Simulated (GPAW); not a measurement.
Write an ASE script for GPAW 26.7.0 that does the following.

```
Task                : single point
Functional          : PBEsol
Potentials or basis : PAW data sets generated in the run's folder for this functional
Cutoff              : 600 eV
Basis               : pw
k mesh              : 9 × 9 × 9
Occupations         : fermi-dirac, width 0.05 eV
Spin                : no spin polarisation
Ranks               : 4
Maxiter             : 150
```

Crystal: Sn.

```
Sn
1.0
    -2.94014    2.94014    1.59930
     2.94014   -2.94014    1.59930
     2.94014    2.94014   -1.59930
Sn
2
Direct
  0.00707 0.99527 0.98770
  0.74919 0.24451 0.49911
```

The cell isn't the ideal one: atoms moved at random, drawn with an rms of 0.05 Å.

One way to write it, as run:

run.py

```python
from ase import Atoms
from ase.dft.bandgap import bandgap
from ase.io import write
from ase.units import GPa
from ase.parallel import parprint
from gpaw import GPAW, PW, setup_paths

setup_paths.insert(0, '.')

atoms = Atoms(['Sn', 'Sn'],
              cell=[[-2.9401404553, 2.9401404553, 1.5993019889],
                    [2.9401404553, -2.9401404553, 1.5993019889],
                    [2.9401404553, 2.9401404553, -1.5993019889]],
              scaled_positions=[[0.007065, -0.00473, -0.012303],
                                [0.749188, 0.244509, 0.499105]],
              pbc=True)

calc = GPAW(mode=PW(600),
            xc='PBEsol',
            kpts={'size': (9, 9, 9), 'gamma': True},
            occupations={'name': 'fermi-dirac', 'width': 0.05},
            nbands=24,
            convergence={'density': 1e-05, 'energy': 1e-05},
            maxiter=150,
            txt='gpaw.txt')
atoms.calc = calc
energy = atoms.get_potential_energy()
forces = atoms.get_forces()
stress = atoms.get_stress()
calc.write('gs.gpw')
write('result.traj', atoms)
parprint(f'Energy: {energy:.6f} eV')
parprint('Forces (eV/A):')
parprint(forces.round(4))
parprint('Stress (GPa):', (stress / GPa).round(3))
parprint('Fermi level:', round(calc.get_fermi_level(), 4), 'eV')
parprint(f'Gap: {bandgap(calc)[0]:.4f} eV, direct: {bandgap(calc, direct=True)[0]:.4f} eV')
```

Potentials or basis: PAW data sets generated in the run's folder for this functional, pw.

Command:

```sh
$ gpaw-setup -f PBEsol Sn
$ OMP_NUM_THREADS=1 mpirun -n 4 gpaw python run.py
```

Results of the run:

| Item | Value |
| --- | --- |
| Pressure | -1.7 GPa |
| Largest force | 0.175 eV/Å |
| Band gap on the k mesh | none (metal or under the smearing width) |

Run time: 92 s on 4 MPI ranks on Arm Neoverse V1, on a shared host, peak memory 0.27 GiB a rank.
